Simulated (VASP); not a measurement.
VASP ran on this input.

**INCAR**
```
SYSTEM = ZrO2
PREC = Accurate
ENCUT = 520
EDIFF = 1E-6
NELM = 100
ALGO = Normal
LREAL = .FALSE.
LASPH = .TRUE.
ISMEAR = 2
SIGMA = 0.3
GGA = PE
LMAXMIX = 4
LWAVE = .FALSE.
LCHARG = .FALSE.
ISIF = 2
```

**KPOINTS**
```
Automatic mesh
0
Gamma
6 6 6
0 0 0
```

**POSCAR**
```
ZrO2
1
    0.0000000000     2.5450000000     2.5450000000
    2.5450000000     0.0000000000     2.5450000000
    2.5450000000     2.5450000000     0.0000000000
Zr O
1 2
Direct
  0.0000000000   0.0000000000   0.0000000000
  0.2500000000   0.2500000000   0.2500000000
  0.7500000000   0.7500000000   0.7500000000
```

POTCAR, in this order: Zr_sv O (PBE.64 set). Program: vasp_std.

Problem. One choice in this input is risky. Which, and does it do harm here?

Solution. The risk: Methfessel-Paxton smearing was used on a material with a gap. Here it does no harm: the run (PBE GGA, plane waves, VASP's PBE PAW potentials (set 64)) converges to the same energy and pressure as with the safe setting.
**OSZICAR**
```
       N       E                     dE             d eps       ncg     rms          rms(c)
DAV:   1     0.188075659869E+03    0.18808E+03   -0.14747E+04   512   0.155E+03
DAV:   2    -0.272715551921E+02   -0.21535E+03   -0.21059E+03   664   0.388E+02
DAV:   3    -0.347033148974E+02   -0.74318E+01   -0.74250E+01   760   0.729E+01
DAV:   4    -0.349014485978E+02   -0.19813E+00   -0.19812E+00   760   0.815E+00
DAV:   5    -0.349027988012E+02   -0.13502E-02   -0.13502E-02   648   0.625E-01    0.249E+01
DAV:   6    -0.286269308403E+02    0.62759E+01   -0.35965E+01   560   0.469E+01    0.992E+00
DAV:   7    -0.285848494280E+02    0.42081E-01   -0.13916E+00   736   0.964E+00    0.618E+00
DAV:   8    -0.285583098639E+02    0.26540E-01   -0.16012E-01   640   0.428E+00    0.455E-01
DAV:   9    -0.285590101158E+02   -0.70025E-03   -0.16638E-02   712   0.907E-01    0.310E-01
DAV:  10    -0.285600950126E+02   -0.10849E-02   -0.54408E-03   624   0.730E-01    0.153E-01
DAV:  11    -0.285601008701E+02   -0.58576E-05   -0.18124E-03   656   0.348E-01    0.138E-01
DAV:  12    -0.285600439236E+02    0.56946E-04   -0.32433E-04   536   0.145E-01    0.620E-03
DAV:  13    -0.285600456268E+02   -0.17031E-05   -0.16658E-05   712   0.301E-02    0.635E-03
DAV:  14    -0.285600457766E+02   -0.14987E-06   -0.26759E-06   576   0.109E-02
   1 F= -.28560046E+02 E0= -.28560063E+02  d E =0.703440E-04
```

The compound is ZrO2 in the fluorite structure, the high-temperature cubic form, which is unstable at 0 K; the monoclinic form is the stable one. The cell was not relaxed at this level.
